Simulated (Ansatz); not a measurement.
**KI: energy along a strain**

KI, Fm-3m, a = 7.049 Å (as given, not relaxed at this level: -0.2 GPa). Ansatz: PBEsol, PAW, 420 eV, Γ-centred 6×6×6 mesh on 2 atoms, Gaussian smearing 0.05 eV; no spin polarisation. Cell vectors (Å): 0.000 3.525 3.525; 3.525 0.000 3.525; 3.525 3.525 0.000. The cell is strained by x per cent times the pattern (0 0 1 0 0 0) in the order xx yy zz yz xz xy (engineering shears), with fractional coordinates held. y is the free energy over the start, V0 = 43.784 Å³/atom.

| x (%) | y (meV/atom) |
| --- | --- |
| -4.00 | ? |
| -3.00 | 2.14 |
| -2.00 | 0.48 |
| -1.00 | -0.19 |
| 0.00 | 0.00 |
| 1.00 | 0.92 |
| 2.00 | 2.47 |
| 3.00 | 4.56 |
| 3.50 | 5.78 |
| 4.00 | 7.10 |

Question: Fit y = c1 x + c2 x² + c3 x³ to the other rows, get the stiffness along the pattern, and predict the missing energy.

Answer: Least squares on the rows shown. y = 0.5650 x + 0.3722 x² − 0.01757 x³. The clamped-ion stiffness p·C·p = 2 × 3.722 eV × 160.2 / 43.784 Å³ = 27 GPa, which is C33 in these axes (C11 of the cubic crystal); c1 is there for the stress left in the start, which by itself gives a slope of 0.57 meV/atom per %. At x = -4.00 the fit asked for gives 4.82 meV/atom. The run gave 4.92 meV/atom, so the fit is 0.10 meV/atom too low, a small miss on the scale of the series.